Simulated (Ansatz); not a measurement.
The calculation used Ansatz 0.2.0, DFT, PBEsol, PAW with Ansatz's default frozen-core files, scalar-relativistic.

Each compound is held at the geometry listed; prototypes and MP cells needn't be known phases (conventional cell, sites, settings):

TaC: Fm-3m, a = 4.45 Å, b = 4.45 Å, c = 4.45 Å, α = 90.00°, β = 90.00°, γ = 90.00°; Ta 4a (0.000 0.000 0.000), C 4b (0.500 0.000 0.000); COD 9008731, reported; 13×13×13 k mesh, smearing 0.08 eV, no spin
TiC: Fm-3m, a = 4.33 Å, b = 4.33 Å, c = 4.33 Å, α = 90.00°, β = 90.00°, γ = 90.00°; Ti 4a (0.000 0.000 0.000), C 4b (0.500 0.000 0.000); COD 9012564, reported; 16×16×16 k mesh, smearing 0.03 eV, no spin
HfC: Fm-3m, a = 4.65 Å, b = 4.65 Å, c = 4.65 Å, α = 90.00°, β = 90.00°, γ = 90.00°; Hf 4b (0.500 0.000 0.000), C 4a (0.000 0.000 0.000); COD 1539502, reported; 15×15×15 k mesh, smearing 0.05 eV, no spin
ZrC: Fm-3m, a = 4.70 Å, b = 4.70 Å, c = 4.70 Å, α = 90.00°, β = 90.00°, γ = 90.00°; Zr 4b (0.500 0.000 0.000), C 4a (0.000 0.000 0.000); COD 1562921, measured; 15×15×15 k mesh, smearing 0.05 eV, no spin

Semilocal functionals give too small gaps and can close them; gaps under 0.4 eV may also close off the mesh.

No spin–orbit coupling, which matters for the heavy atoms here.

The table gives the Bader charge on C.

```json
{"compound": "TaC (Fm-3m)", "charge": "-1.87 e", "gap": "none"}
{"compound": "TiC (Fm-3m)", "charge": "-1.66 e", "gap": "none"}
{"compound": "HfC (Fm-3m)", "charge": "-1.92 e", "gap": "none"}
{"compound": "ZrC (Fm-3m)", "charge": "-1.86 e", "gap": "none"}
```
